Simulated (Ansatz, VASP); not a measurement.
**One calculation of HfC, two programs**

File INCAR:

```
PREC = Accurate
ENCUT = 520
EDIFF = 1E-6
ISMEAR = -1
SIGMA = 0.05
LREAL = F
LASPH = T
NELM = 80
ALGO = Normal
ISIF = 2
LWAVE = F
LCHARG = F
NBANDS = 14
```

Contents of KPOINTS:

```
Automatic mesh
0
Gamma
  10 10 10
```

POSCAR

```
HfC
1.0
    0.0000000000      2.3250000000      2.3250000000
    2.3250000000      0.0000000000      2.3250000000
    2.3250000000      2.3250000000      0.0000000000
Hf C
1 1
Direct
    0.5094580000      0.4951970000      0.4941300000
    0.0040740000     -0.0091950000      0.0052600000
```

File input.yaml:

```yaml
crystal:
  lattice:
    - [0.0, 2.325, 2.325]
    - [2.325, 0.0, 2.325]
    - [2.325, 2.325, 0.0]
  atoms:
    - { symbol: Hf, position: [0.509458, 0.495197, 0.49413] }
    - { symbol: C, position: [0.004074, -0.009195, 0.00526] }
kpoints:
  mp_grid: { grid: [10, 10, 10] }
scf:
  occupations: { method: fermi_dirac, width: 0.05 }
hamiltonian:
  xc: lda
  pseudopotentials: { kind: all_electron, lapw: { basis_error: 0.001 } }
output:
  forces: true
  stress: true
  eigenvalues: true
  dos: { projected: false, de: 0.1, e_range: [-10, 6] }
```

Change from the starting cell: atoms moved at random, drawn with an rms of 0.02 Å.

Alike in both runs: functional LDA; k mesh 10 × 10 × 10; occupations fermi-dirac, width 0.05 eV; no spin polarisation.

|  | VASP | Ansatz |
| --- | --- | --- |
| version | VASP 6.6.1 | Ansatz 0.2.0 |
| potentials or method | VASP PAW LDA potentials, release 64 (Hf_pv, C) | all-electron LAPW, scalar-relativistic |
| plane-wave cutoff (eV) | 520 | see its input |
| task | single point | density of states |

|  | VASP | Ansatz | Ansatz less VASP |
| --- | --- | --- | --- |
| gap on the k mesh at the Fermi level (eV) | none | none | - |
| pressure (GPa) | -11.5 | -11.7 | -0.21 |
| largest component of the traceless stress (GPa) | 0.06 | 0.05 | -0.002 |
| rms of the force components (eV/Å) | 0.127 | 0.129 | +0.0013 |

Atom by atom the forces differ by 0.001 eV/Å (rms over components). A gap of «none» marks a metal or a gap that the smearing closes. Ansatz ran all-electron here, so the differences hold the error of VASP's frozen core and of both bases.

Caveats: the density of states is complete only up to the lowest level of the last band computed (Ansatz). The runs have no spin-orbit coupling, so splittings on Hf are missing.
